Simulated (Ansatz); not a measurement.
# Nickel, fcc under PBE: convergence with the plane-wave cutoff

A convergence test of the plane-wave cutoff. The geometry was relaxed under PBE beforehand and stays fixed; 9 values are run, from 150 to 800 eV. Wanted are the values from which on the energy stays within 10 and 1 meV/atom, and the pressure within 0.5 GPa, of the last run. Within the series other settings stay, but some runs also write fields, which adds to their time. Spin polarisation is left out.

Program: Ansatz 0.2.0. Level of theory: DFT PBE, plane waves with PAW, scalar-relativistic. These are calculated values, not measurements.

**1. The structure to begin with**

Symmetry: Fm-3m, No. 225, cubic system. Conventional cell: a = 3.514 Å, b = 3.514 Å, c = 3.514 Å, α = 90.00°, β = 90.00°, γ = 90.00°. Ni (site symmetry m-3m) has 12 Ni at 2.49 Å as nearest neighbours.

Coordinates:

```
Ni
1.0
     0.00000    1.75725    1.75725
     1.75725    0.00000    1.75725
     1.75725    1.75725    0.00000
Ni
1
Direct
  0.00000 0.00000 0.00000
```

**2. The usual settings first**

input.yaml reads:

```yaml
crystal:
  lattice:
    - [0.0, 1.757246668, 1.757246668]
    - [1.757246668, 0.0, 1.757246668]
    - [1.757246668, 1.757246668, 0.0]
  atoms:
    - { symbol: Ni, position: [0.0, 0.0, 0.0] }
hamiltonian:
  xc: pbe
  pseudopotentials:
    kind: paw
    azcp:
      Ni: "pseudopotentials/Ni.paw.azcp"
basis:
  ecutwfc: 420
  fft_grid_basis: typed
kpoints:
  mp_grid: { grid: [25, 25, 25], shift: [0, 0, 0] }
magnetization:
  spin_polarized: false
scf:
  occupations: { method: fermi_dirac, width: 0.1 }
  lower_state_search: "off"
output:
  stress: true
```

Started as:

```
$ ansatz run input.yaml --threads 1 --pin off --max-ram 3584MiB --backend cpu --events-out ev --progress --plain --runs-dir out
```

**3. Cutoff 150 eV**

The run at 150 eV.

Changes to input.yaml since step 2:

```diff
@@ -14,6 +14,6 @@
 basis:
-  ecutwfc: 420
+  ecutwfc: 150
   fft_grid_basis: typed
 kpoints:
-  mp_grid: { grid: [25, 25, 25], shift: [0, 0, 0] }
+  mp_grid: { grid: [15, 15, 15], shift: [0, 0, 0] }
 magnetization:
@@ -25 +25,5 @@
   stress: true
+  write_density: true
+  write_potential: true
+  elf: true
+  volumetric_format: npy
```

**4. Cutoff 200 eV**

The run at 200 eV.

Changes to input.yaml since step 3:

```diff
@@ -14,3 +14,3 @@
 basis:
-  ecutwfc: 150
+  ecutwfc: 200
   fft_grid_basis: typed
@@ -25,5 +25 @@
   stress: true
-  write_density: true
-  write_potential: true
-  elf: true
-  volumetric_format: npy
```

**5. Cutoff 250 eV**

The run at 250 eV.

Changes to input.yaml since step 4:

```diff
@@ -14,3 +14,3 @@
 basis:
-  ecutwfc: 200
+  ecutwfc: 250
   fft_grid_basis: typed
```

**6. Cutoff 300 eV**

The run at 300 eV.

Changes to input.yaml since step 5:

```diff
@@ -14,3 +14,3 @@
 basis:
-  ecutwfc: 250
+  ecutwfc: 300
   fft_grid_basis: typed
@@ -25 +25,5 @@
   stress: true
+  write_density: true
+  write_potential: true
+  elf: true
+  volumetric_format: npy
```

**7. Cutoff 350 eV**

The run at 350 eV.

Changes to input.yaml since step 6:

```diff
@@ -14,3 +14,3 @@
 basis:
-  ecutwfc: 300
+  ecutwfc: 350
   fft_grid_basis: typed
@@ -25,5 +25 @@
   stress: true
-  write_density: true
-  write_potential: true
-  elf: true
-  volumetric_format: npy
```

**8. Cutoff 420 eV**

The run at 420 eV.

Changes to input.yaml since step 7:

```diff
@@ -14,3 +14,3 @@
 basis:
-  ecutwfc: 350
+  ecutwfc: 420
   fft_grid_basis: typed
```

**9. Cutoff 500 eV**

The run at 500 eV.

Changes to input.yaml since step 8:

```diff
@@ -14,3 +14,3 @@
 basis:
-  ecutwfc: 420
+  ecutwfc: 500
   fft_grid_basis: typed
```

**10. Cutoff 600 eV**

The run at 600 eV.

Changes to input.yaml since step 9:

```diff
@@ -14,3 +14,3 @@
 basis:
-  ecutwfc: 500
+  ecutwfc: 600
   fft_grid_basis: typed
```

**11. Cutoff 800 eV**

The run at 800 eV.

Changes to input.yaml since step 10:

```diff
@@ -14,3 +14,3 @@
 basis:
-  ecutwfc: 600
+  ecutwfc: 800
   fft_grid_basis: typed
```

(Steps that only read results are left out.)

What does the calculation give?

**Answer**, as computed:

| quantity | value |
| --- | --- |
| E(σ → 0) stays within 10 meV/atom of 800 eV | from 420 eV on |
| E(σ → 0) stays within 1 meV/atom | from 500 eV on |
| pressure stays within 0.5 GPa | from 350 eV on |
| pressure at 800 eV | -0.02 GPa |
| CPU time, dearest over cheapest | 2.5 |
| run at the usual settings (mesh 25×25×25 against the series' 15×15×15, 420 eV) | +3.8 meV/atom from 800 eV, 0.07 GPa |

**Reading.** At 150 eV the energy differs by +87870 meV/atom and the pressure by +63.2 GPa. Each step up in cutoff lowers the energy. Total energies within 1 meV/atom need 500 eV; differences between like structures often settle sooner.

Real Ni is ferromagnetic; without spin these runs don't describe its ground state.
